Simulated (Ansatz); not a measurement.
# KBr: a trigonal deformation path

One table from this session's results is given with a row withheld; the runs are named, their logs left out.

The COD entry's cell or inner coordinates are ideal or old and differ from later refinements, so a difference from it is no clean test against experiment.

Method: DFT r2SCAN, scalar-relativistic, plane waves, PAW, in Ansatz 0.2.0.

### The starting structure

The structure is cubic, space group Fm-3m (No. 225). The conventional cell has a = 6.585 Å, b = 6.585 Å, c = 6.585 Å, α = 90.00°, β = 90.00°, γ = 90.00°. K (site symmetry m-3m) has 6 Br at 3.29 Å in its first shell of neighbours. Br (site symmetry m-3m) is surrounded by 6 K at 3.29 Å.

Structure file:

```
K Br
1.0
     0.00000    3.29250    3.29250
     3.29250    0.00000    3.29250
     3.29250    3.29250    0.00000
K Br
1 1
Direct
  0.00000 0.00000 0.00000
  0.50000 0.50000 0.50000
```

No relaxation comes first: the listed cell is the starting point.

### Zero of energy

The reference gives a free energy of -4339.3128 eV, pressure 0.18 GPa, largest force 0.000 eV/Å and gap on the mesh 5.10 eV. It was computed beforehand with the settings of the runs below.

Set-up of the first run:

At fixed volume and fractional coordinates, lengths along (0.577, 0.577, 0.577) are scaled against those across it; ρ is that ratio over its starting value.

Contents of input.yaml:

```yaml
crystal:
  lattice:
    - [-1.3827633523, 2.7655267045, 2.7655267045]
    - [2.7655267045, -1.3827633523, 2.7655267045]
    - [2.7655267045, 2.7655267045, -1.3827633523]
  atoms:
    - { symbol: K, position: [0.0, 0.0, 0.0] }
    - { symbol: Br, position: [0.5, 0.5, 0.5] }
basis:
  ecutwfc: 500
kpoints:
  mp_grid: { grid: [8, 8, 8] }
hamiltonian:
  xc: r2scan
scf:
  occupations: { method: gaussian, width: 0.05 }
output:
  forces: true
  stress: true
  eigenvalues: true
  write_density: true
  write_potential: true
  elf: true
  volumetric_format: npy
```

Launch:

```sh
$ ansatz run input.yaml --threads 1 --pin off --max-ram 2560MiB --backend cpu --events-out ev --progress --plain --runs-dir out
```

Among the steps run: Point ρ = 0.500; At ρ = 2.000; ρ = 0.710; Point ρ = 1.410; At ρ = 0.600; At ρ = 0.850; At ρ = 1.200; Point ρ = 1.700; Point ρ = 0.930; At ρ = 1.080.

One table of the session follows, with a row left open; its other results are not shown here.

Collected from the runs (energy zero: the undisturbed cell):

| ρ | ΔE (meV/atom) | pressure (GPa) | gap on the mesh (eV) |
| --- | --- | --- | --- |
| 0.500 | 78.7 | -1.8 | 4.35 |
| 0.600 | 74.5 | -1.3 | 4.46 |
| 0.710 | 51.1 | -0.6 | 4.54 |
| 0.850 | 16.1 | 0.0 | 4.80 |
| 0.930 | 3.7 | 0.1 | 4.97 |
| 1.000 | 0.0 | 0.2 | 5.10 |
| 1.080 | 5.1 | 0.1 | 5.00 |
| 1.200 | 33.4 | -0.1 | 4.69 |
| 1.410 | ? | ? | ? |
| 1.700 | 439.2 | -1.0 | 2.02 |
| 2.000 | 888.7 | -0.7 | 0.00 |

Estimate the missing values for ρ = 1.410.

Worked estimate for «ΔE (meV/atom)». A straight line through the neighbours (1.200, 33.4) and (1.700, 439.2) gives 33.4 + (439.2 − 33.4) × (1.410 − 1.200) / (1.700 − 1.200) = 203.8; a parabola fitted to 4 rows on both sides gives 151.4.

**Answer.** ΔE (meV/atom): 146.6; pressure (GPa): -0.5; gap on the mesh (eV): 3.75. In «ΔE (meV/atom)» the line misses by +57.2 and the parabola by +4.8.

Where the gap reads zero, the mesh chosen for the insulator is on the coarse side.

Caveats from the session: Spin polarisation is off in the runs that give these values; a magnetic solution could lie lower.
